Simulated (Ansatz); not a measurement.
## Optical response of GaP

Wanted: where GaP starts to absorb, how strongly, and its refractive index.

Program: Ansatz 0.2.0. Level of theory: DFT, PBE, plane-wave PAW, default files, scalar-relativistic, independent-particle optical response without local fields. Results are calculated unless marked as measured.

## (1) Set-up

The structure is cubic, space group F-43m (No. 216). Conventional cell: a = 5.451 Å, b = 5.451 Å, c = 5.451 Å, α = 90.00°, β = 90.00°, γ = 90.00°. Nearest to Ga lie 4 P at 2.36 Å. Nearest to P lie 4 Ga at 2.36 Å. Farther neighbours are not listed.

## (2) Ground state and bands

The self-consistent density comes first; it also tells whether there is a gap, which decides the occupations and the need for a Drude term.

This step: DFT, PBE, plane-wave PAW, default files, scalar-relativistic, ground state (Ansatz 0.2.0).

Input file input.yaml:

```yaml
crystal:
  lattice:
    - [0.0, 2.72525, 2.72525]
    - [2.72525, 0.0, 2.72525]
    - [2.72525, 2.72525, 0.0]
  atoms:
    - { symbol: Ga, position: [0.0, 0.0, 0.0] }
    - { symbol: P, position: [0.75, 0.75, 0.75] }
kpoints:
  mp_grid: { grid: [7, 7, 7] }
  band_path:
    path:
      - [[0.0, 0.0, 0.0], [0.5, 0.0, 0.5], [0.5, 0.25, 0.75], [0.375, 0.375, 0.75], [0.0, 0.0, 0.0], [0.5, 0.5, 0.5], [0.625, 0.25, 0.625], [0.5, 0.25, 0.75], [0.5, 0.5, 0.5], [0.375, 0.375, 0.75]]
      - [[0.625, 0.25, 0.625], [0.5, 0.0, 0.5]]
    npoints: 7
scf:
  occupations: { method: fermi_dirac, width: 0.05 }
  n_extra_bands: 6
hamiltonian:
  xc: pbe
  pseudopotentials: { kind: paw }
output:
  forces: true
  stress: true
  populations: true
  write_bands: true
  write_density: true
  write_potential: true
  elf: true
  volumetric_format: npy
```

On the command line:

```
> ansatz run input.yaml --threads 4 --pin off --max-ram 8192MiB --backend cpu --events-out ev --progress --plain --runs-dir out
```

Numbers of over 12 decimals in the logs are rounded to 6 here.

The program printed:

```text
scf.n_extra_bands = 6 over 9 filled bands (N_el = 18.0): the run solves 15 bands
Engine: ansatz 0.2.0, aarch64-unknown-linux-gnu
Pseudopotentials: kind: paw
Pseudopotential: Ga, paw, valence charge 13, recommended cutoff 420 eV (normal), Ga.paw.azcp
Pseudopotential: P, paw, valence charge 5, recommended cutoff 420 eV (normal), P.paw.azcp
Functional definition: PBE
  parameter kappa = 0.804
  parameter beta = 0.066725
  exchange = pbe_x(kappa = kappa, mu = beta*pi^2/3)
  correlation = pbe_c(beta = beta)
Crystal: 2 atoms, lattice volume = 40.481 Å³
Basis set: ecut = 420 eV, 749 PW (Γ), exchange–correlation on 54×54×54 points (8 copies of the dense FFT grid, shifted against one another)
Bands: 15, of which v1, the nominal top of the filled ones, is band 9 counted from 1 (8 counted from 0)
Symmetry: 24 space group operations
Space group: F-43m (ITA 216), of the structure as read, at distance tolerance 3.4e-5 Å
k-points: 20 of 343 (time reversal used)
Non-local potential: Ga, projectors of the file, l = 0: 2, l = 1: 2, l = 2: 3, l = 3: 1
Non-local potential: P, projectors of the file, l = 0: 2, l = 1: 2, l = 2: 2
PAW form: soft (Blöchl's): semilocal exchange-correlation on the pseudo side does not see the compensation charge
PAW one-centre angular grid: Ga, 590 points (default); XC on 64 Gauss nodes
PAW one-centre angular grid: P, 110 points (default); XC on 64 Gauss nodes
Initial density: superposition of atomic densities (neutral atoms: chi_scale 0, normalization atom), corrected by the library's trained network
Initial wavefunctions: pseudopotential atomic-orbital guess
Functional: x = pbe(κ = 0.804, μ = 0.219515), c = pbe(β = 0.066725)
SCF iter   1: F=—  HF=-4539.545081 eV  |F-HF|=—  |Δ(HF+E_count)|=         —  Δρ=1.90e-3  dr2=1.48e-3  ethr=1.77e-3  ⟨swp⟩=6.2  Hψ=1904  notcnv=0  defer=1
preconditioner: auto → none  [insulator: Δε(μ)=1.580 eV  Ē_g=17.205 eV  σ=0.050 eV  W_gap=1.00  n_scr=14 (ndim 8)  ℏωp=24.8 eV  f_vac=0.011  D(μ)=0.00/eV (n_scr^D=0)  ε∞_Penn≈3.1]
SCF iter   2: F=—  HF=-4539.544647 eV  |F-HF|=—  |Δ(HF+E_count)|=   4.35e-4  Δρ=1.82e-3  dr2=8.53e-4  ethr=8.20e-6  ⟨swp⟩=2.2  Hψ=682  notcnv=0  defer=18
SCF iter   3: F=—  HF=-4539.544192 eV  |F-HF|=—  |Δ(HF+E_count)|=   4.55e-4  Δρ=7.51e-4  dr2=1.45e-4  ethr=4.74e-6  ⟨swp⟩=2.0  Hψ=380  notcnv=0  defer=18
SCF iter   4: F=—  HF=-4539.544225 eV  |F-HF|=—  |Δ(HF+E_count)|=   3.36e-5  Δρ=3.43e-4  dr2=2.42e-5  ethr=8.04e-7  ⟨swp⟩=2.0  Hψ=454  notcnv=0  defer=18
SCF iter   5: F=—  HF=-4539.544218 eV  |F-HF|=—  |Δ(HF+E_count)|=   7.13e-6  Δρ=9.95e-5  dr2=3.08e-6  ethr=1.34e-7  ⟨swp⟩=2.0  Hψ=425  notcnv=0  defer=18
SCF iter   6: F=—  HF=-4539.544218 eV  |F-HF|=—  |Δ(HF+E_count)|=   3.53e-7  Δρ=6.25e-5  dr2=7.88e-7  ethr=1.71e-8  ⟨swp⟩=3.0  Hψ=466  notcnv=0  defer=18
SCF iter   7: F=-4539.544218 eV  HF=-4539.544218 eV  |F-HF|=5.60e-8  |Δ(HF+E_count)|=   2.82e-7  Δρ=1.56e-5  dr2=4.63e-8  ethr=5.56e-10  ⟨swp⟩=12.7  Hψ=2370  notcnv=0
SCF 1 converged in 7 iterations: F = -4539.544218 eV  dr2 = 4.63e-8
  greatest PAW one-centre occupation: 0.994 electrons in one spin orbital (limit 2), on the Ga atom at site 0 (counted from 0), in its partial waves of l = 2
NSCF: frozen V_eff on 72 k-points
SCF converged after 7 iterations
Free energy (F): -4539.544218 eV
Harris-Foulkes:  -4539.544218 eV  (|F-HF|=5.60e-8)
Internal energy: -4539.544218 eV  (E = F + TS)
E sigma→0 (E₀):  -4539.544218 eV
Fermi energy:    7.863518 eV
--- Per-component energies (eV) ---
  E_band       = -58.210627
  E_kinetic    = 186.331562
  E_local      = -2200.483588  (includes V_loc(G=0)·N_el)
  E_nonlocal   = 458.841736
  E_hartree    = 1017.572025
  E_xc         = -130.787491
  E_vxc        = -119.040424  (∫ρ·V_xc dr)
  E_paw        = -2558.373414  (= ΣΔE_a)
  E_vpaw       = -418.991132  (= ΣTr[D̂ρ^β])
  E_aug_tail   = -0.000104  (compensation charges beyond the density's cutoff)
  E_ewald      = -1312.644944
  E_smearing   = -0.000000  (= −TS)
  E_closure    = 0.000000  (closes the sum)
  Σ components = -4539.544218   (vs F -4539.544218, Δ=0.00e0)
--- Forces (eV/Å), atoms counted from 1 ---
  atom   1  Ga    -0.00000000     0.00000000    -0.00000000
  atom   2  P      0.00000000     0.00000000     0.00000000
  max |Σ_I F_I| component: 3.01e-17 eV/Å
--- Stress (GPa, compression-positive) ---
        2.509852      -0.000000      -0.000000
       -0.000000       2.509852       0.000000
        0.000000       0.000000       2.509852
  P = ⅓ Tr σ = 2.5099 GPa (25.099 kbar)
--- Band table (eV; the first three rows and the last of 20) ---
  k-point 0: bands = [... 5 lower, -5.4049, 7.0878, 7.0878, 7.0878, 8.9157, 10.9716, 10.9716, 10.9716, ... 2 higher]
  k-point 1: bands = [... 5 lower, -5.1415, 5.1360, 6.7992, 6.7992, 9.5383, 11.4059, 11.4059, 11.7779, ... 2 higher]
  k-point 2: bands = [... 5 lower, -4.4115, 2.6147, 6.3116, 6.3116, 9.1262, 11.8835, 11.8835, 14.0040, ... 2 higher]
  k-point 19: bands = [... 5 lower, -2.4563, 0.6014, 3.2078, 4.2913, 10.6250, 12.4021, 13.4390, 14.1338, ... 2 higher]
--- Löwdin populations: 2 sites ---
  site symbol       q [e]
     0     Ga     12.9488
     1      P      5.0004
  spilling = 0.002822 (of n_electrons = 18.000000)
```

It took 1.4 s on 4 threads of Arm Neoverse V2, shared host; peak memory 0.31 GiB.

In the SCF lines HF is the Harris–Foulkes energy and dr2 the Hartree energy of the density residual, in eV; the loop may stop once dr2 is under the threshold and the program's other checks hold. Hψ counts applications of the Hamiltonian.

This step gave:

- free energy: -4539.5442 eV
- Fermi energy: 7.864 eV
- gap by band count: 1.591 eV
- electrons: 18
- symmetry operations: 24
- pressure: 2.510 GPa
- volume: 40.48 Å³
- gap on the path: 1.591 eV
- least direct gap on the path: 1.828 eV

There is a gap, 1.59 eV on the path, so no carriers' term is needed. The cell is left with a pressure of 2.5 GPa, as it stands unrelaxed at this level.

The electronic bands at the labelled points (eV, zero at the Fermi level; v1 is the highest filled band, c1 the lowest empty one):

```tsv
point	v4	v3	v2	v1	c1	c2	c3	c4
Γ	-13.27	-0.78	-0.78	-0.78	1.05	3.11	3.11	3.11
0.43 of the way	-12.50	-3.84	-2.18	-2.18	1.65	3.14	5.37	5.37
X	-10.30	-7.53	-3.46	-3.46	0.88	1.05	9.80	9.80
0.43 of the way	-10.27	-7.46	-3.84	-3.78	1.72	1.90	8.11	8.23
W	-10.21	-7.33	-4.35	-4.20	3.92	4.09	5.33	5.37
0.57 of the way	-10.30	-7.32	-4.63	-3.46	2.16	4.07	6.40	6.78
K	-10.34	-7.32	-4.71	-3.03	1.41	4.02	7.45	7.48
0.43 of the way	-11.82	-5.56	-3.66	-1.66	2.52	4.55	4.55	5.15
Γ	-13.27	-0.78	-0.78	-0.78	1.05	3.11	3.11	3.11
0.43 of the way	-12.69	-4.03	-1.32	-1.32	1.50	3.86	3.86	4.99
L	-11.20	-7.41	-1.89	-1.89	0.90	3.94	3.94	7.50
0.57 of the way	-10.80	-7.20	-4.03	-2.50	1.95	4.41	5.50	6.74
U	-10.34	-7.32	-4.71	-3.03	1.41	4.02	7.45	7.48
0.43 of the way	-10.30	-7.32	-4.63	-3.46	2.16	4.07	6.40	6.78
W	-10.21	-7.33	-4.35	-4.20	3.92	4.09	5.33	5.37
0.57 of the way	-10.90	-7.23	-3.66	-2.50	2.44	3.50	5.33	7.24
L	-11.20	-7.41	-1.89	-1.89	0.90	3.94	3.94	7.50
0.57 of the way	-10.80	-7.20	-4.03	-2.50	1.95	4.41	5.50	6.74
K	-10.34	-7.32	-4.71	-3.03	1.41	4.02	7.45	7.48
jump to U	-10.34	-7.32	-4.71	-3.03	1.41	4.02	7.45	7.48
0.43 of the way	-10.28	-7.46	-4.14	-3.32	1.11	2.23	8.54	8.68
X	-10.30	-7.53	-3.46	-3.46	0.88	1.05	9.80	9.80
```

The electronic bands as a text plot (rows in eV, shown from -8.8 to 6.8 only):

```
    6.5 |   +++        ++ +                  +  +   +      ++
    5.8 |            +++   +          +          + +
    5.2 |   +         +   +++++      +      +     ++++    ++
    4.5 |  +                ++ +           + ++       +    +++
    3.9 |            +++++    +     +++++++++  ++++++ +++++
    3.2 |++ +        +         ++++++            +  ++        +
    2.6 | ++ ++     +  +   ++++                      +
    1.9 | +++  +   +    + +    +++  +      +++  +     +   +++  +
    1.3 |+   ++ +++      +        ++ +++  +   ++       + +   ++++
    0.6 |      +++                      ++              +       +
    0.0 |
   -0.7 |*                     *****
   -1.3 | **                  * ** ****
   -2.0 |   *              *** ***     ******         *****
   -2.6 |  * **           *   *     *      * **      *     ***
   -3.3 |      ****     **     *            *  **   * *   *   ***
   -3.9 |   *      *****    **       *           *** *     *   *
   -4.6 |            *******  *              ********       ***
   -5.2 |    **                       *
   -5.9 |      *            **
   -6.5 |                  *           *
   -7.2 |       *  ********             ***********************
   -7.8 |        **                                            **
   -8.5 |
         Γ       X    W  K        Γ      L     U  W     L   K|U X
```

Electrostatic potential energy in the ac plane of a cell with a along [110], b along [-110] and c along [001] of the cube at fractional y = 0.000, with atoms of Ga and P within 0.2 Å of it. With pseudopotentials it is smooth inside the atoms' cores, unlike the true potential.

Values in eV, 8 rows by 16 columns, each cell a mean:
```
-15 -10   5  10  10   7  -4 -14 -15 -10   5  10  10   7  -4 -14
  2   6   9  10  11  10   7   3   2   6   9  10  11  10   7   3
 10  11  11  11  11  11  11  10  10  11  11  11  11  11  11  10
 11  11  11  10  10  10  11  11  11  11  11  10  10  10  11  11
 11  10   6  -2  -4   4   9  11  11  10   6  -2  -4   4   9  11
 10   8 -10 -46 -51 -24   5   9  10   8 -10 -46 -51 -24   5   9
 -3   2  -6 -37 -43 -17   2  -2  -3   2  -6 -37 -43 -17   2  -2
-15 -12   3   4   3   4  -7 -15 -15 -12   3   4   3   4  -7 -15
```

Valence density in the ac plane of a cell with a along [110], b along [-110] and c along [001] of the cube at fractional y = 0.000, with atoms of Ga and P within 0.2 Å of it. It is the smooth field of the valence electrons, not physical close to the nuclei.

Ten steps, logarithmic in the rise over the least value, from '_' (0 e/Å³) to '@' (35 e/Å³), each cell a mean:
```
%%++::__________..--##%%++::__________..--##
==::..____________..--==::..____________..--
....________________......________________..
____________________________________________
____________________________________________
____________________________________________
____________________________________________
____________________________________________
______..........____________..........______
______..::::::....__________..::::::....____
____..::..__..::..________..::..__..::..____
__....::::__..::....____....::::__..::....__
::....::::::::::::..::::....::::::::::::..::
**==::............::++**==::............::++
@@**::............==%%@@**::............==%%
```

## (3) Spectrum

With the density converged, the vertical transitions are summed over the zone.

This step: DFT, PBE, plane-wave PAW, default files, scalar-relativistic, independent-particle optical response without local fields (Ansatz 0.2.0).

input.yaml, the sections that differ from step 2:

```yaml
kpoints:
  mp_grid: { grid: [7, 7, 7] }
scf:
  occupations: { method: fixed }
output:
  optics:
    e_range: [0, 20]
    de: 0.05
    sigma: 0.1
    nscf_kmesh: { grid: [10, 10, 10] }
    bands: { spectra_wanted_up_to: 20 }
# crystal, hamiltonian: as in step 2
```

The program printed:

```text
[...]
Crystal: 2 atoms, lattice volume = 40.481 Å³
Basis set: ecut = 420 eV, 749 PW (Γ)
Bands: 13, of which v1, the nominal top of the filled ones, is band 9 counted from 1 (8 counted from 0)
Symmetry: 24 space group operations
[...]
k-points: 20 of 343 (time reversal used)
[...]
SCF iter   1: F=—  HF=-4539.545166 eV  |F-HF|=—  |Δ(HF+E_count)|=         —  Δρ=1.51e-3  dr2=1.18e-3  ethr=1.77e-3  ⟨swp⟩=5.0  Hψ=1374  notcnv=0  defer=35
[...]
SCF iter   9: F=-4539.544212 eV  HF=-4539.544212 eV  |F-HF|=9.09e-12  |Δ(HF+E_count)|=  2.91e-11  Δρ=2.00e-7  dr2=7.62e-12  ethr=1.00e-12  ⟨swp⟩=6.4  Hψ=1364  notcnv=0
SCF 1 converged in 9 iterations: F = -4539.544212 eV  dr2 = 7.62e-12
[...]
NSCF: frozen V_eff on 47 k-points
[...]
output.optics: what the bands over the 30 summed would add to eps1, eps2 and the energy-loss function is held between a lower and an upper bound (7 Lanczos steps). eps1, eps2 and their loss function (loss_summed_bands) are given on every row as the summed bands alone make them. Along an axis, on a row where the two bounds hold the loss function to about 1 % of the greater of itself and 0.5 % of |1/eps|, its cell (loss_completed) is given, with the completed eps1 and eps2 that it is formed of (a cell that is left empty reads nan in the table and null in the record). The two bounds hold it so along every axis on all 401 rows up to 20.000 eV. [rest of the remark cut]
SCF converged after 9 iterations
Free energy (F): -4539.544212 eV
[...]
Internal energy: -4539.544212 eV  (E = F + TS)
E sigma→0 (E₀):  -4539.544212 eV
Fermi energy:    7.087828 eV
[...]
--- Band table (eV; the first three rows and the last of 20) ---
  k-point 0: bands = [... 5 lower, -5.4049, 7.0878, 7.0878, 7.0878, 8.9157, 10.9716, 10.9716, 10.9716]
  k-point 1: bands = [... 5 lower, -5.1414, 5.1360, 6.7992, 6.7992, 9.5384, 11.4059, 11.4059, 11.7779]
  k-point 2: bands = [... 5 lower, -4.4115, 2.6147, 6.3116, 6.3116, 9.1263, 11.8835, 11.8835, 14.0040]
  k-point 19: bands = [... 5 lower, -2.4562, 0.6014, 3.2078, 4.2914, 10.6250, 12.4021, 13.4391, 14.1338]
```

Elapsed: 6.7 s, on 4 threads; peak memory 0.57 GiB.

This step gave:

- electronic dielectric constant ε∞, mean over x, y and z (by symmetry where fewer were run): 10.89
- absorption onset, first axis (α over 10⁴ cm⁻¹, or the direct gap if that lies higher): 1.905 eV
- main peak of Im epsilon, first axis: 4.479 eV
- centre of weight of the strongest loss peak in the window: 15.98 eV
- photocurrent from vertical transitions in a film 500 nm thick on a perfect mirror (two passes), AM1.5G, no front reflection, all carriers collected: 16.68 mA/cm²
- least direct gap on the mesh: 1.828 eV
- bands summed: 30
- spectra valid up to: 29.20 eV
- program's estimate of the k-sum error in Im epsilon: 0.27 %
- electrons in the f-sum: 8.717

(Continued in part 2 of 2.)

[Logs are printed without paths, hosts, clocks, repeated set-up lines and the standing remarks that a program may print on its own settings, such as how far it seeks lower states.]

[Hosts, paths, dates, database ids (printed as entryN), source tags and the programs' standing remarks are cut or masked in the printed files.]
